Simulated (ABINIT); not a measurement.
A run of ABINIT 10.8.3 (patched build):

The input run.abi:

```
ndtset 2

pp_dirpath "./"
pseudos "Te.GGA_PBE-JTH.xml, Sn.GGA_PBE-JTH_sp.xml"

acell 8.4205719959 8.4205719959 8.4205719959
rprim
     0.0000000000     0.7071067812     0.7071067812
     0.7071067812     0.0000000000     0.7071067812
     0.7071067812     0.7071067812     0.0000000000
ntypat 2
znucl 52 50
natom 2
typat 1 2
xcart
     3.1508500000     3.1508500000     3.1508500000
     0.0000000000     0.0000000000     0.0000000000 Angstrom

ecut 489.804952 eV
pawecutdg 36.0

ixc -493494
usekden 1
pawxcdev 0

occopt 3
tsmear 0.05 eV

nstep 100

iomode 3
prtwf 0
prteig 0
prtebands 0
enunit 2
prtden1 1
prtkden1 1

kptopt1 1
ngkpt1 7 7 7
nshiftk1 1
shiftk1 0.0 0.0 0.0
nband1 9
tolvrs1 1.0e-7

iscf2 -2
getden2 1
getkden2 1
nband2 13
nbdbuf2 2
tolwfr2 1.0e-12
kptopt2 -9
ndivsm2 5
prteig2 1
kptbounds2
     0.0000000000     0.0000000000     0.0000000000
     0.5000000000     0.0000000000     0.5000000000
     0.5000000000     0.2500000000     0.7500000000
     0.3750000000     0.3750000000     0.7500000000
     0.0000000000     0.0000000000     0.0000000000
     0.5000000000     0.5000000000     0.5000000000
     0.6250000000     0.2500000000     0.6250000000
     0.5000000000     0.2500000000     0.7500000000
     0.5000000000     0.5000000000     0.5000000000
     0.3750000000     0.3750000000     0.7500000000
```

Potentials or basis: JTH PAW PBE v2.0 sp.

Launch:

```console
$ abinit run.abi > log 2>&1
```

Hardware: 1 thread of Arm Neoverse V2, with other jobs on the host.

Question: Estimate the wall time of this run.

Answer: Wall time 2.2 min on 1 thread of Arm Neoverse V2 (shared host), peak memory 0.15 GiB. Counts: scf iterations 7, k points 20, bands 9, plane waves 1553.
